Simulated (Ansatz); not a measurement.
# BN: a sublattice displacement scan

Aim: for BN, measure how stiffly every B atom is held.

Computed with Ansatz 0.2.0 (DFT LDA, scalar-relativistic, plane waves, PAW, unless a step's input says otherwise).

**1. The system as given**

Symmetry: Fmm2, No. 42, orthorhombic system. The conventional cell has a = 2.503 Å, b = 6.991 Å, c = 4.332 Å, α = 90.00°, β = 90.00°, γ = 90.00°. B (site symmetry mm2) is surrounded by 3 N at 1.44 Å. N (site symmetry mm2) is surrounded by 3 B at 1.44 Å.

Structure file:

```xyz
2
Lattice="0.0000 3.4953 2.1661 1.2516 0.0000 2.1661 1.2516 3.4953 0.0000" Properties=species:S:1:pos:R:3 pbc="T T T"
B     1.2516    3.4953    0.0002
N     1.2516    3.4953    2.8881
```

The structure comes from the Materials Project (structure only).

**2. Probe: one point at the start**

File input.yaml:

```yaml
crystal:
  lattice:
    - [0.0, 3.49531583, 2.16609124]
    - [1.2516321, 0.0, 2.16609124]
    - [1.2516321, 3.49531583, 0.0]
  atoms:
    - { symbol: B, position: [4.865e-05, 4.865e-05, 0.99995135] }
    - { symbol: "N", position: [0.66665134, 0.66665134, 0.33334866] }
basis:
  ecutwfc: 420
kpoints:
  mp_grid: { grid: [8, 8, 8] }
hamiltonian:
  xc: lda
scf:
  occupations: { method: gaussian, width: 0.1 }
output:
  forces: true
  stress: true
  eigenvalues: true
```

Log (excerpt; [...] marks lines left out):

```text
Warning: RAYON_NUM_THREADS=1 ignored (pool sized by the plan → 1); use --threads N
[...]
Pseudopotentials: kind: paw
Pseudopotential: B, paw, valence charge 3, recommended cutoff 420 eV (normal), B.paw.azcp
Pseudopotential: N, paw, valence charge 5, recommended cutoff 420 eV (normal), N.paw.azcp
Functional definition: SPW92
[...]
Crystal: 2 atoms, lattice volume = 18.953 Å³
Basis set: ecut = 420 eV, 365 PW (Γ)
Bands: 8, of which v1, the nominal top of the filled ones, is band 4 counted from 1 (3 counted from 0)
Symmetry: 4 space group operations
Space group: Fmm2 (ITA 42), of the structure as read, at distance tolerance 2.7e-5 Å
k-points: 95 of 512 (time reversal used)
[...]
SCF iter   1: F=—  HF=-526.338267 eV  |F-HF|=—  |Δ(HF+E_count)|=         —  Δρ=8.99e-3  dr2=1.39e-2  ethr=1.77e-3  ⟨swp⟩=3.9  Hψ=4929  notcnv=0
[...]
SCF iter   6: F=-526.334681 eV  HF=-526.334681 eV  |F-HF|=2.02e-9  |Δ(HF+E_count)|=   8.00e-9  Δρ=6.37e-6  dr2=3.09e-9  ethr=7.98e-10  ⟨swp⟩=2.3  Hψ=2870  notcnv=0
[...]
SCF converged after 6 iterations
Free energy (F): -526.334681 eV
[...]
E sigma→0 (E₀):  -526.334681 eV
Fermi energy:    5.890695 eV
[...]
--- Forces (eV/Å), atoms counted from 1 ---
  atom   1  B     -0.00000000     0.00000000     0.01036176
  atom   2  N      0.00000000    -0.00000000    -0.01036256
[...]
--- Stress (GPa, compression-positive) ---
       -5.787947       0.000000       0.000000
        0.000000      -1.105234      -0.000000
        0.000000      -0.000000      -5.745576
  P = ⅓ Tr σ = -4.2129 GPa (-42.129 kbar)
--- Band table (eV; the first three rows and the last of 95) ---
  k-point 0: bands = ["-13.6129", "-0.4645", "2.6161", "2.6240", "8.5660", "15.4626", "15.5244", "16.8304"]
[...]
```

Wall time 2.3 s (1 thread of an x86-64 CPU, shared host); peak memory 0.33 GiB.

No relaxation comes first: the listed cell is the starting point.

**3. Zero of the scan**

Edit input.yaml of step 2 so:

```diff
@@ -11,3 +11,3 @@
 kpoints:
-  mp_grid: { grid: [8, 8, 8] }
+  mp_grid: { grid: [12, 12, 12] }
 hamiltonian:
@@ -15,3 +15,3 @@
 scf:
-  occupations: { method: gaussian, width: 0.1 }
+  occupations: { method: gaussian, width: 0.05 }
 output:
```

Log (excerpt; [...] marks lines left out):

```text
Warning: RAYON_NUM_THREADS=1 ignored (pool sized by the plan → 1); use --threads N
[...]
[... 4 set-up lines as earlier in the session ...]
[...]
Crystal: 2 atoms, lattice volume = 18.953 Å³
Basis set: ecut = 420 eV, 365 PW (Γ)
Bands: 8, of which v1, the nominal top of the filled ones, is band 4 counted from 1 (3 counted from 0)
[... 2 set-up lines as earlier in the session ...]
k-points: 280 of 1728 (time reversal used)
[...]
SCF iter   1: F=—  HF=-526.338311 eV  |F-HF|=—  |Δ(HF+E_count)|=         —  Δρ=9.01e-3  dr2=1.39e-2  ethr=1.77e-3  ⟨swp⟩=4.0  Hψ=14607  notcnv=0
[...]
SCF iter   6: F=-526.334715 eV  HF=-526.334715 eV  |F-HF|=2.05e-9  |Δ(HF+E_count)|=   8.41e-9  Δρ=6.41e-6  dr2=3.10e-9  ethr=7.78e-10  ⟨swp⟩=2.3  Hψ=8342  notcnv=0
[...]
SCF converged after 6 iterations
Free energy (F): -526.334715 eV
[...]
E sigma→0 (E₀):  -526.334715 eV
Fermi energy:    5.874923 eV
[...]
--- Forces (eV/Å), atoms counted from 1 ---
  atom   1  B     -0.00000000     0.00000000     0.01036005
  atom   2  N      0.00000000    -0.00000000    -0.01035955
[...]
--- Stress (GPa, compression-positive) ---
       -5.791202       0.000000       0.000000
        0.000000      -1.105935      -0.000000
        0.000000      -0.000000      -5.746760
  P = ⅓ Tr σ = -4.2146 GPa (-42.146 kbar)
--- Band table (eV; the first three rows and the last of 280) ---
  k-point 0: bands = ["-13.6130", "-0.4647", "2.6160", "2.6239", "8.5660", "15.4626", "15.5243", "16.8303"]
[...]
```

Run time: 4.6 s. Hardware: 1 thread of an x86-64 CPU, shared host; peak memory 0.4 GiB.

The reference gives a free energy of -526.3347 eV, pressure -4.21 GPa, largest force 0.010 eV/Å and gap on the mesh 3.66 eV.

**4. The scan: a sublattice displacement scan**

Every B atom is moved by x along the Cartesian unit vector (0.000, 0.000, 1.000); the cell and all other atoms stay fixed. Forces below are components along that vector, summed over the moved atoms.

**5. At x = -0.200 Å**

Edit input.yaml of step 3 so:

```diff
@@ -6,3 +6,3 @@
   atoms:
-    - { symbol: B, position: [4.865e-05, 4.865e-05, 0.99995135] }
+    - { symbol: B, position: [-0.046117457, -0.046117457, 1.046117457] }
     - { symbol: "N", position: [0.66665134, 0.66665134, 0.33334866] }
```

Log (excerpt; [...] marks lines left out):

```text
Warning: RAYON_NUM_THREADS=1 ignored (pool sized by the plan → 1); use --threads N
[...]
[... 4 set-up lines as earlier in the session ...]
[...]
Crystal: 2 atoms, lattice volume = 18.953 Å³
Basis set: ecut = 420 eV, 365 PW (Γ)
Bands: 8, of which v1, the nominal top of the filled ones, is band 4 counted from 1 (3 counted from 0)
[... 2 set-up lines as earlier in the session ...]
k-points: 280 of 1728 (time reversal used)
[...]
SCF iter   1: F=—  HF=-525.309379 eV  |F-HF|=—  |Δ(HF+E_count)|=         —  Δρ=7.32e-3  dr2=8.15e-3  ethr=1.77e-3  ⟨swp⟩=4.1  Hψ=14618  notcnv=0
[...]
SCF iter   6: F=-525.306655 eV  HF=-525.306655 eV  |F-HF|=2.37e-9  |Δ(HF+E_count)|=   2.66e-7  Δρ=6.72e-6  dr2=3.01e-9  ethr=1.25e-9  ⟨swp⟩=5.1  Hψ=11196  notcnv=0
[...]
SCF converged after 6 iterations
Free energy (F): -525.306655 eV
[...]
E sigma→0 (E₀):  -525.306655 eV
Fermi energy:    5.657650 eV
[...]
--- Forces (eV/Å), atoms counted from 1 ---
  atom   1  B     -0.00000000     0.00000000    11.53786842
  atom   2  N      0.00000000    -0.00000000   -11.53793498
[...]
--- Stress (GPa, compression-positive) ---
      -12.058887       0.000000      -0.000000
        0.000000      -0.960305      -0.000000
       -0.000000      -0.000000      55.236696
  P = ⅓ Tr σ = 14.0725 GPa (140.725 kbar)
--- Band table (eV; the first three rows and the last of 280) ---
  k-point 0: bands = ["-13.6625", "-0.6247", "0.4761", "4.6894", "8.5416", "12.8287", "17.0522", "17.1360"]
[...]
```

Wall time 4.4 s (1 thread of an x86-64 CPU, shared host); peak memory 0.4 GiB.

**6. At x = 0.150 Å**

Edit input.yaml of step 5 so:

```diff
@@ -6,3 +6,3 @@
   atoms:
-    - { symbol: B, position: [-0.046117457, -0.046117457, 1.046117457] }
+    - { symbol: B, position: [0.0346732303, 0.0346732303, 0.9653267697] }
     - { symbol: "N", position: [0.66665134, 0.66665134, 0.33334866] }
```

Log (excerpt; [...] marks lines left out):

```text
Warning: RAYON_NUM_THREADS=1 ignored (pool sized by the plan → 1); use --threads N
[...]
[... 4 set-up lines as earlier in the session ...]
[...]
Crystal: 2 atoms, lattice volume = 18.953 Å³
Basis set: ecut = 420 eV, 365 PW (Γ)
Bands: 8, of which v1, the nominal top of the filled ones, is band 4 counted from 1 (3 counted from 0)
[... 2 set-up lines as earlier in the session ...]
k-points: 280 of 1728 (time reversal used)
[...]
SCF iter   1: F=—  HF=-525.945685 eV  |F-HF|=—  |Δ(HF+E_count)|=         —  Δρ=8.23e-3  dr2=1.15e-2  ethr=1.77e-3  ⟨swp⟩=4.0  Hψ=14576  notcnv=0
[...]
SCF iter   6: F=-525.942734 eV  HF=-525.942735 eV  |F-HF|=1.48e-9  |Δ(HF+E_count)|=   1.02e-8  Δρ=5.15e-6  dr2=2.14e-9  ethr=1.06e-9  ⟨swp⟩=2.6  Hψ=8865  notcnv=0
[...]
SCF converged after 6 iterations
Free energy (F): -525.942734 eV
[...]
E sigma→0 (E₀):  -525.942734 eV
Fermi energy:    6.183323 eV
[...]
--- Forces (eV/Å), atoms counted from 1 ---
  atom   1  B      0.00000000     0.00000000    -4.75791403
  atom   2  N     -0.00000000    -0.00000000     4.75794424
[...]
--- Stress (GPa, compression-positive) ---
       18.332958       0.000000       0.000000
        0.000000      -1.242155      -0.000000
        0.000000      -0.000000      -9.090301
  P = ⅓ Tr σ = 2.6668 GPa (26.668 kbar)
--- Band table (eV; the first three rows and the last of 280) ---
  k-point 0: bands = ["-13.6310", "-0.5269", "0.8738", "4.3315", "8.5420", "13.3071", "16.9143", "18.0463"]
[...]
```

Run time: 4.2 s. Hardware: 1 thread of an x86-64 CPU, shared host; peak memory 0.4 GiB.

**7. At x = -0.100 Å**

Edit input.yaml of step 6 so:

```diff
@@ -6,3 +6,3 @@
   atoms:
-    - { symbol: B, position: [0.0346732303, 0.0346732303, 0.9653267697] }
+    - { symbol: B, position: [-0.0230344035, -0.0230344035, 1.0230344035] }
     - { symbol: "N", position: [0.66665134, 0.66665134, 0.33334866] }
```

Log (excerpt; [...] marks lines left out):

```text
Warning: RAYON_NUM_THREADS=1 ignored (pool sized by the plan → 1); use --threads N
[...]
[... 4 set-up lines as earlier in the session ...]
[...]
Crystal: 2 atoms, lattice volume = 18.953 Å³
Basis set: ecut = 420 eV, 365 PW (Γ)
Bands: 8, of which v1, the nominal top of the filled ones, is band 4 counted from 1 (3 counted from 0)
[... 2 set-up lines as earlier in the session ...]
k-points: 280 of 1728 (time reversal used)
[...]
SCF iter   1: F=—  HF=-526.108006 eV  |F-HF|=—  |Δ(HF+E_count)|=         —  Δρ=8.38e-3  dr2=1.21e-2  ethr=1.77e-3  ⟨swp⟩=4.0  Hψ=14619  notcnv=0
[...]
SCF iter   6: F=-526.104794 eV  HF=-526.104794 eV  |F-HF|=1.55e-9  |Δ(HF+E_count)|=   1.98e-9  Δρ=5.58e-6  dr2=2.34e-9  ethr=8.42e-10  ⟨swp⟩=2.7  Hψ=9137  notcnv=0
[...]
SCF converged after 6 iterations
Free energy (F): -526.104794 eV
[...]
E sigma→0 (E₀):  -526.104794 eV
Fermi energy:    5.537964 eV
[...]
--- Forces (eV/Å), atoms counted from 1 ---
  atom   1  B     -0.00000000     0.00000000     4.83188248
  atom   2  N      0.00000000    -0.00000000    -4.83189259
[...]
--- Stress (GPa, compression-positive) ---
      -12.217769       0.000000       0.000000
        0.000000      -1.021356      -0.000000
        0.000000      -0.000000      12.986627
  P = ⅓ Tr σ = -0.0842 GPa (-0.842 kbar)
--- Band table (eV; the first three rows and the last of 280) ---
  k-point 0: bands = ["-13.6255", "-0.5027", "1.4882", "3.7446", "8.5592", "14.0299", "16.8475", "16.9090"]
[...]
```

It took 4.2 s on 1 thread of an x86-64 CPU, shared host; peak memory 0.39 GiB.

**8. Point x = 0.050 Å**

Edit input.yaml of step 7 so:

```diff
@@ -6,3 +6,3 @@
   atoms:
-    - { symbol: B, position: [-0.0230344035, -0.0230344035, 1.0230344035] }
+    - { symbol: B, position: [0.0115901768, 0.0115901768, 0.9884098232] }
     - { symbol: "N", position: [0.66665134, 0.66665134, 0.33334866] }
```

Log (excerpt; [...] marks lines left out):

```text
Warning: RAYON_NUM_THREADS=1 ignored (pool sized by the plan → 1); use --threads N
[...]
[... 4 set-up lines as earlier in the session ...]
[...]
Crystal: 2 atoms, lattice volume = 18.953 Å³
Basis set: ecut = 420 eV, 365 PW (Γ)
Bands: 8, of which v1, the nominal top of the filled ones, is band 4 counted from 1 (3 counted from 0)
[... 2 set-up lines as earlier in the session ...]
k-points: 280 of 1728 (time reversal used)
[...]
SCF iter   1: F=—  HF=-526.289787 eV  |F-HF|=—  |Δ(HF+E_count)|=         —  Δρ=8.89e-3  dr2=1.36e-2  ethr=1.77e-3  ⟨swp⟩=4.0  Hψ=14599  notcnv=0
[...]
SCF iter   6: F=-526.286277 eV  HF=-526.286277 eV  |F-HF|=1.72e-9  |Δ(HF+E_count)|=   8.30e-9  Δρ=5.95e-6  dr2=2.66e-9  ethr=7.85e-10  ⟨swp⟩=2.4  Hψ=8681  notcnv=0
[...]
SCF converged after 6 iterations
Free energy (F): -526.286277 eV
[...]
E sigma→0 (E₀):  -526.286277 eV
Fermi energy:    6.063627 eV
[...]
--- Forces (eV/Å), atoms counted from 1 ---
  atom   1  B      0.00000000     0.00000000    -1.89582127
  atom   2  N     -0.00000000    -0.00000000     1.89583045
[...]
--- Stress (GPa, compression-positive) ---
        0.405942       0.000000       0.000000
        0.000000      -1.151890      -0.000000
        0.000000      -0.000000      -9.349814
  P = ⅓ Tr σ = -3.3653 GPa (-33.653 kbar)
--- Band table (eV; the first three rows and the last of 280) ---
  k-point 0: bands = ["-13.6156", "-0.4719", "2.0394", "3.1990", "8.5642", "14.6706", "16.3382", "16.8358"]
[...]
```

Run time: 4.1 s. Hardware: 1 thread of an x86-64 CPU, shared host; peak memory 0.4 GiB.

**9. At x = 0.200 Å**

Edit input.yaml of step 8 so:

```diff
@@ -6,3 +6,3 @@
   atoms:
-    - { symbol: B, position: [0.0115901768, 0.0115901768, 0.9884098232] }
+    - { symbol: B, position: [0.046214757, 0.046214757, 0.953785243] }
     - { symbol: "N", position: [0.66665134, 0.66665134, 0.33334866] }
```

Log (excerpt; [...] marks lines left out):

```text
[...]
SCF converged after 6 iterations
Free energy (F): -525.680369 eV
[...]
E sigma→0 (E₀):  -525.680369 eV
Fermi energy:    6.367212 eV
[...]
--- Forces (eV/Å), atoms counted from 1 ---
  atom   1  B      0.00000000     0.00000000    -5.67595292
  atom   2  N     -0.00000000     0.00000000     5.67600824
[...]
--- Stress (GPa, compression-positive) ---
       29.350004       0.000000      -0.000000
        0.000000      -1.283948      -0.000000
       -0.000000      -0.000000      -6.209940
  P = ⅓ Tr σ = 7.2854 GPa (72.854 kbar)
--- Band table (eV; the first three rows and the last of 280) ---
  k-point 0: bands = ["-13.6397", "-0.5690", "0.3097", "4.8380", "8.5170", "12.8169", "16.9791", "18.6570"]
[...]
```

Run time: 6.7 s. Hardware: 1 thread of an x86-64 CPU, shared host; peak memory 0.39 GiB.

**10. At x = -0.150 Å**

Edit input.yaml of step 9 so:

```diff
@@ -6,3 +6,3 @@
   atoms:
-    - { symbol: B, position: [0.046214757, 0.046214757, 0.953785243] }
+    - { symbol: B, position: [-0.0345759303, -0.0345759303, 1.0345759303] }
     - { symbol: "N", position: [0.66665134, 0.66665134, 0.33334866] }
```

Log (excerpt; [...] marks lines left out):

```text
[...]
SCF converged after 6 iterations
Free energy (F): -525.789150 eV
[...]
E sigma→0 (E₀):  -525.789150 eV
Fermi energy:    5.523429 eV
[...]
--- Forces (eV/Å), atoms counted from 1 ---
  atom   1  B     -0.00000000     0.00000000     7.88024925
  atom   2  N      0.00000000    -0.00000000    -7.88027410
[...]
--- Stress (GPa, compression-positive) ---
      -12.781744       0.000000       0.000000
        0.000000      -0.986769      -0.000000
        0.000000      -0.000000      30.433101
  P = ⅓ Tr σ = 5.5549 GPa (55.549 kbar)
--- Band table (eV; the first three rows and the last of 280) ---
  k-point 0: bands = ["-13.6415", "-0.5523", "0.9636", "4.2505", "8.5517", "13.3808", "17.0020", "17.0970"]
[...]
```

Wall time 4.9 s (1 thread of an x86-64 CPU, shared host); peak memory 0.4 GiB.

**11. At x = 0.100 Å**

Edit input.yaml of step 10 so:

```diff
@@ -6,3 +6,3 @@
   atoms:
-    - { symbol: B, position: [-0.0345759303, -0.0345759303, 1.0345759303] }
+    - { symbol: B, position: [0.0231317035, 0.0231317035, 0.9768682965] }
     - { symbol: "N", position: [0.66665134, 0.66665134, 0.33334866] }
```

Log (excerpt; [...] marks lines left out):

```text
[...]
SCF converged after 6 iterations
Free energy (F): -526.150326 eV
[...]
E sigma→0 (E₀):  -526.150326 eV
Fermi energy:    6.102170 eV
[...]
--- Forces (eV/Å), atoms counted from 1 ---
  atom   1  B      0.00000000     0.00000000    -3.48955386
  atom   2  N     -0.00000000    -0.00000000     3.48957175
[...]
--- Stress (GPa, compression-positive) ---
        8.535338       0.000000       0.000000
        0.000000      -1.197803      -0.000000
        0.000000      -0.000000     -10.266167
  P = ⅓ Tr σ = -0.9762 GPa (-9.762 kbar)
--- Band table (eV; the first three rows and the last of 280) ---
  k-point 0: bands = ["-13.6223", "-0.4935", "1.4531", "3.7770", "8.5570", "13.9374", "16.8652", "17.1818"]
[...]
```

Wall time 5.9 s (1 thread of an x86-64 CPU, shared host); peak memory 0.4 GiB.

**12. At x = -0.050 Å**

Edit input.yaml of step 11 so:

```diff
@@ -6,3 +6,3 @@
   atoms:
-    - { symbol: B, position: [0.0231317035, 0.0231317035, 0.9768682965] }
+    - { symbol: B, position: [-0.0114928768, -0.0114928768, 1.0114928768] }
     - { symbol: "N", position: [0.66665134, 0.66665134, 0.33334866] }
```

Log (excerpt; [...] marks lines left out):

```text
[...]
SCF converged after 6 iterations
Free energy (F): -526.279891 eV
[...]
E sigma→0 (E₀):  -526.279891 eV
Fermi energy:    5.682181 eV
[...]
--- Forces (eV/Å), atoms counted from 1 ---
  atom   1  B     -0.00000000     0.00000000     2.23860752
  atom   2  N      0.00000000    -0.00000000    -2.23861371
[...]
--- Stress (GPa, compression-positive) ---
       -9.970663       0.000000       0.000000
        0.000000      -1.061773      -0.000000
        0.000000      -0.000000       1.353472
  P = ⅓ Tr σ = -3.2263 GPa (-32.263 kbar)
--- Band table (eV; the first three rows and the last of 280) ---
  k-point 0: bands = ["-13.6160", "-0.4742", "2.0420", "3.1965", "8.5641", "14.7505", "16.2402", "16.8532"]
[...]
```

It took 4.8 s on 1 thread of an x86-64 CPU, shared host; peak memory 0.4 GiB.

**13. Point x = 0.175 Å**

Edit input.yaml of step 12 so:

```diff
@@ -6,3 +6,3 @@
   atoms:
-    - { symbol: B, position: [-0.0114928768, -0.0114928768, 1.0114928768] }
+    - { symbol: B, position: [0.0404439936, 0.0404439936, 0.9595560064] }
     - { symbol: "N", position: [0.66665134, 0.66665134, 0.33334866] }
```

Log (excerpt; [...] marks lines left out):

```text
[...]
SCF converged after 6 iterations
Free energy (F): -525.817293 eV
[...]
E sigma→0 (E₀):  -525.817293 eV
Fermi energy:    6.278529 eV
[...]
--- Forces (eV/Å), atoms counted from 1 ---
  atom   1  B      0.00000000     0.00000000    -5.26241203
  atom   2  N     -0.00000000    -0.00000000     5.26245285
[...]
--- Stress (GPa, compression-positive) ---
       23.724049       0.000000       0.000000
        0.000000      -1.263403      -0.000000
        0.000000      -0.000000      -7.846503
  P = ⅓ Tr σ = 4.8714 GPa (48.714 kbar)
--- Band table (eV; the first three rows and the last of 280) ---
  k-point 0: bands = ["-13.6354", "-0.5470", "0.5894", "4.5926", "8.5309", "13.0422", "16.9449", "18.4837"]
[...]
```

Run time: 4.5 s. Hardware: 1 thread of an x86-64 CPU, shared host; peak memory 0.4 GiB.

**14. All points together**

All points in order; energies are free energies above the reference cell:

```csv
x (Å),ΔE (meV/cell),force on the moved atoms (eV/Å),pressure (GPa),gap on the mesh (eV)
-0.200,1028.1,11.538,14.1,1.94
-0.150,545.6,7.880,5.6,2.55
-0.100,229.9,4.832,-0.1,3.02
-0.050,54.8,2.239,-3.2,3.35
0.000,0.0,0.010,-4.2,3.66
0.050,48.4,-1.896,-3.4,4.01
0.100,184.4,-3.490,-1.0,4.14
0.150,392.0,-4.758,2.7,3.67
0.175,517.4,-5.262,4.9,3.33
0.200,654.3,-5.676,7.3,3.01
```

**15. What came out**

| quantity | value |
| --- | --- |
| force constant along x, over ±0.050 Å | 41.34 eV/Å² |

In words: The restoring force grows by 41.34 eV/Å per Å near the site. The undisturbed cell stays the lowest of the sampled points. The well is lopsided: x = -0.200 Å costs 1028 meV against 654 meV on the other side, and the dearer side brings atoms closer together. The gap on the mesh stays between 1.94 and 4.14 eV.
